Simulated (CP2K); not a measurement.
**Pb under changes of volume**

One of the cells (30.323 Å³/atom); the others are scaled copies at fixed shape and fractional positions:

```
Pb
1.0
     3.50021    0.00000    0.00000
     1.75010    3.03127    0.00000
     1.75010    1.01042    2.85791
Pb
1
Direct
  0.00000 0.00000 0.00000
```

| Quantity | Value |
| --- | --- |
| Program | CP2K 2026.2 |
| Functional | r2SCAN |
| Potentials or basis | POTENTIAL_UZH Pb GTH-SCAN-q4; TZVP-MOLOPT-SCAN-GTH basis |
| Density cutoff | 9184 eV |
| k mesh | 9 × 9 × 9 |
| Occupations | fermi-dirac, width 0.05 eV |
| Spin | no spin polarisation |

| volume (Å³/atom) | energy over the lowest point (meV/atom) | pressure (GPa) |
| --- | --- | --- |
| 28.503 | 14.94 | 3.0 |
| 29.110 | ? | ? |
| 29.716 | 0.97 | 0.7 |
| 30.323 | 0.00 | -0.3 |
| 30.929 | 2.62 | -1.2 |
| 31.535 | 8.49 | -1.9 |
| 32.142 | 17.23 | -2.6 |

**Question.** What does the run at 29.110 Å³/atom give?

**Answer.** Energy over the lowest point 5.84 meV/atom; pressure 1.8 GPa.

Worked out: A Birch-Murnaghan fit of order 3 (a polynomial in V^(-2/3)) to the other rows has its minimum at 30.17 Å³/atom with B0 = V·E''(V) = 48 GPa and B' = 3.8. It gives 5.79 meV/atom at 29.110 Å³/atom, against the run's 5.84, and -dE/dV = 1.8 GPa, against 1.8.

Energies are extrapolated to zero smearing.

Caveats: the basis of atomic orbitals isn't converged, which shifts pressures, moduli and gaps.
